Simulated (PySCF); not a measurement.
Species: propanoic acid, C₃H₆O₂.
Numbering: `[CH3:1][CH2:2][C:3](=[O:4])[OH:5]` (hydrogens: H6, H7, H8 on C1; H9, H10 on C2; H11 on O5)

The same species was optimised twice, with GFN2-xTB and with PBE0-D3(BJ)/def2-SVP (PySCF), and the same property calculations (PySCF, gas phase) were run on both structures.

```
     coordinate  GFN2-xTB  PBE0-D3(BJ)/def2-SVP  change
      C1–H8 (Å)     1.087                 1.099  +0.012
      C1–H7 (Å)     1.087                 1.099  +0.012
      C1–H6 (Å)     1.087                 1.099  +0.012
     C2–H10 (Å)     1.092                 1.103  +0.011
      C2–H9 (Å)     1.092                 1.103  +0.011
      C1–C2 (Å)     1.522                 1.515  -0.007
      C3=O4 (Å)     1.200                 1.203  +0.003
      C2–C3 (Å)     1.507                 1.504  -0.003
      C3–O5 (Å)     1.343                 1.341  -0.002
     O5–H11 (Å)     0.970                 0.969  -0.001
  C3–O5–H11 (°)     110.3                 106.3    -4.0
  H9–C2–H10 (°)     107.2                 104.9    -2.3
   C1–C2–C3 (°)     112.0                 113.1    +1.1
   C1–C2–H9 (°)     111.2                 112.1    +0.9
   H7–C1–H8 (°)     107.9                 107.1    -0.8
  C1–C2–H10 (°)     111.1                 112.0    +0.9
   C2–C1–H8 (°)     110.3                 111.0    +0.7
   C2–C1–H7 (°)     110.3                 111.0    +0.7
C1–C2–C3–O4 (°)         0                     1      +1
```

Rotational constants: A = 10256, B = 3857, C = 2903 MHz (GFN2-xTB) against A = 10263, B = 3846, C = 2898 MHz (PBE0-D3(BJ)/def2-SVP). Point groups within 0.08 Å: Cs and Cs. Atoms that the bonding makes alike are paired by their places after alignment.

On the GFN2-xTB structure: HOMO (eV) -8.08 [PBE0/pcSseg-1]; LUMO (eV) 0.38 [PBE0/pcSseg-1]; dipole (D) 1.63 [PBE0/pcSseg-1]; GIAO shielding of C1 (ppm) 176.4 [PBE0/pcSseg-1]; GIAO shielding of C2 (ppm) 158.3 [PBE0/pcSseg-1]; GIAO shielding of C3 (ppm) 8.2 [PBE0/pcSseg-1]; GIAO shielding of O4 (ppm) -101.3 [PBE0/pcSseg-1]; GIAO shielding of O5 (ppm) 126.8 [PBE0/pcSseg-1].

Problem. What do these properties become on the PBE0-D3(BJ)/def2-SVP structure?

Solution. 
| property | level | on GFN2-xTB | on PBE0-D3(BJ)/def2-SVP | change |
| --- | --- | --- | --- | --- |
| HOMO (eV) | PBE0/pcSseg-1 | -8.08 | -8.10 | -0.02 |
| LUMO (eV) | PBE0/pcSseg-1 | 0.38 | 0.34 | -0.04 |
| dipole (D) | PBE0/pcSseg-1 | 1.63 | 1.60 | -0.03 |
| energy, GFN2-xTB geometry as zero (kcal/mol) | PBE0/pcSseg-1 | 0.0 | -0.4 | -0.4 |
| GIAO shielding of C1 (ppm) | PBE0/pcSseg-1 | 176.4 | 174.8 | -1.6 |
| GIAO shielding of C2 (ppm) | PBE0/pcSseg-1 | 158.3 | 157.6 | -0.7 |
| GIAO shielding of C3 (ppm) | PBE0/pcSseg-1 | 8.2 | 6.8 | -1.4 |
| GIAO shielding of O4 (ppm) | PBE0/pcSseg-1 | -101.3 | -102.0 | -0.7 |
| GIAO shielding of O5 (ppm) | PBE0/pcSseg-1 | 126.8 | 123.9 | -2.9 |

The heavy atoms differ by 0.007 Å rms after alignment. Among all bonds C1–H6, C1–H7, C1–H8, C2–H9 and C2–H10 change most and about equally (+0.011 to +0.012 Å). Changes are differences of the printed values. Neither structure is proved a minimum here.

The values belong to the conformer `[CH3:1][CH2:2][C:3](=[O:4])[OH:5]`: C1–C2–C3–O4 1°, H–O5–C3–C2 180°.
